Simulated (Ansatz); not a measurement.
## V: enthalpy against pressure

V, Im-3m, a = 2.959 Å. Ansatz: PBEsol, PAW, 420 eV, Γ-centred 20×20×20 mesh on 1 atom, Gaussian smearing 0.10 eV; no spin polarisation. The cell is relaxed at each pressure, and no other structure is tried, so the rows at high pressure may lie past a change of phase. y is the enthalpy over the state at zero pressure; there V0 = 12.952 Å³/atom. The pressures are the targets, met within 0.04 GPa.

| P (GPa) | y (eV/atom) |
| --- | --- |
| -1.0 | -0.0810 |
| 0.0 | 0.0000 |
| 1.0 | 0.0806 |
| 4.0 | 0.3201 |
| 12.0 | 0.9429 |
| 25.0 | ? |
| 50.0 | 3.6604 |
| 90.0 | 6.2265 |

Q: Fit y = c1 P + c2 P² + c3 P³ to the other rows, say what c1 and c2 mean, and predict the missing value.

A: Least squares on the rows shown. y = 0.080612 P − 0.00017446 P² + 5.2753×10⁻⁷ P³. Since dH/dP = V, c1 is V0: 0.080612 eV/GPa × 160.2 = 12.914 Å³ against 12.952; c2 = −V0/(2B0) gives B0 = 231 GPa, where a Birch–Murnaghan fit to the volumes of the same runs (not shown) gives 198 GPa: a cubic over this range folds the higher terms into c2. At P = 25.0 the fit asked for gives 1.9145 eV/atom. The run gave 1.9124 eV/atom, so the fit is 0.0021 eV/atom too high, 0.033 % of the span of the series, against an rms of 0.0002 eV/atom on the fitted rows. With a term in P⁴ added, a fit to the same known rows predicts 1.9121 eV/atom, so most of the miss is curvature that the known rows already hold.

The mesh isn't the same in all rows (20×20×20, 22×22×22).